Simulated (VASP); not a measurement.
Crystal: C.

```
C
1.0
     0.00000    1.78337    1.78337
     1.78337    0.00000    1.78337
     1.78337    1.78337    0.00000
C
2
Direct
  0.75000 0.75000 0.75000
  0.50000 0.50000 0.50000
```

This isn't the form of C at room conditions, which is graphite.

Base run:

* Program: VASP 6.6.1
* Functional: r2SCAN-EpsX
* Potentials or basis: VASP PAW PBE potentials, release 64 (C)
* Cutoff: 520 eV
* k mesh: 8 × 8 × 8
* Occupations: gaussian, width 0.02 eV
* Spin: no spin polarisation

Its results: band gap on the k mesh 5.54 eV, indirect (least direct gap 7.17 eV); pressure -6.9 GPa.

The run is repeated on the same cell with these changes: functional from r2SCAN-EpsX to HSE03. What comes out?

Band gap on the k mesh 5.05 eV, indirect (least direct gap 6.75 eV); pressure -6.9 GPa.

Caveats: the PAW data sets were made with another functional, which shifts forces and pressure a little.
